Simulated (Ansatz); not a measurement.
## C (Im-3m), symmetry broken, then relaxed

Computed with Ansatz, DFT LDA, scalar-relativistic, plane waves, PAW. The runs took a 420 eV cutoff, a Γ-centred 6×6×4 mesh and Gaussian smearing (0.05 eV). No spin polarisation. Energies are free energies at this smearing, counted from the undisturbed cell; pressure is positive in compression.

Reference structure (relaxed at this level; this bcc form isn't the usual structure):

```
C
1.0
    -2.41040    2.41040    2.41040
     2.41040   -2.41040    2.41040
     4.82080    4.82080    0.00000
C
16
Direct
  0.32547 0.00000 0.00000
  0.82547 0.50000 0.50000
  0.33726 0.33726 0.33726
  0.83726 0.83726 0.83726
  0.00000 0.32547 0.00000
  0.50000 0.82547 0.50000
  0.83726 0.83726 0.16274
  0.33726 0.33726 0.66274
  0.00000 0.67453 0.00000
  0.50000 0.17453 0.50000
  0.16274 0.16274 0.16274
  0.66274 0.66274 0.66274
  0.67453 0.00000 0.00000
  0.17453 0.50000 0.50000
  0.66274 0.66274 0.33726
  0.16274 0.16274 0.83726
```

The atoms are displaced (Å, in the unstrained cell):

```tsv
atom	ux	uy	uz
C1	0.001	-0.002	0.003
C2	0.001	-0.002	0.003
C3	0.001	-0.002	0.003
C4	-0.013	0.034	-0.043
C5	0.001	-0.002	0.003
C6	0.001	-0.002	0.003
C7	0.001	-0.002	0.003
C8	0.001	-0.002	0.003
C9	0.001	-0.002	0.003
C10	0.001	-0.002	0.003
C11	0.001	-0.002	0.003
C12	0.001	-0.002	0.003
C13	0.001	-0.002	0.003
C14	0.001	-0.002	0.003
C15	0.001	-0.002	0.003
C16	0.001	-0.002	0.003
```

Cell and atoms are then relaxed.

Task: Does the relaxation return to the undisturbed structure?

Result: Yes (up to a choice of domain or origin): same space group and volume, and an energy 0.0 meV/atom from it. The disturbance itself cost 3.7 meV/atom. The final space group reads Im-3m (tolerance 0.05 Å) and the volume changes by 0.00 %.

Final structure:

```
C
1.0
    -2.41043    2.41053    2.41030
     2.41029   -2.41053    2.41016
     4.82073    4.82106   -0.00014
C
16
Direct
  0.32549 0.00005 0.99999
  0.82546 0.49999 0.50000
  0.33728 0.33727 0.33725
  0.83723 0.83722 0.83729
  0.00004 0.32550 0.99999
  0.49999 0.82545 0.50002
  0.83728 0.83730 0.16275
  0.33722 0.33723 0.66270
  0.00001 0.67455 0.00001
  0.49997 0.17450 0.49999
  0.16277 0.16279 0.16271
  0.66271 0.66271 0.66276
  0.67454 0.00002 0.00002
  0.17451 0.49996 0.49999
  0.66278 0.66276 0.33730
  0.16272 0.16272 0.83724
```

The relaxation, step by step (energy from the first step; small jumps at an unchanged geometry come where the plane waves are selected anew for the new cell):

| step | ΔE (meV/atom) | largest force component (eV/Å) | pressure (GPa) |
| --- | --- | --- | --- |
| 1 | 0.0 | 1.550 | -0.01 |
| 2 | -2.9 | 0.696 | -0.09 |
| 3 | -3.7 | 0.019 | 0.00 |
| 4 | -3.7 | 0.004 | 0.01 |
| 5 | -3.7 | 0.004 | 0.01 |

Cost: 3 runs of about 4 core-minutes in all, on Arm Neoverse V2 (shared hosts).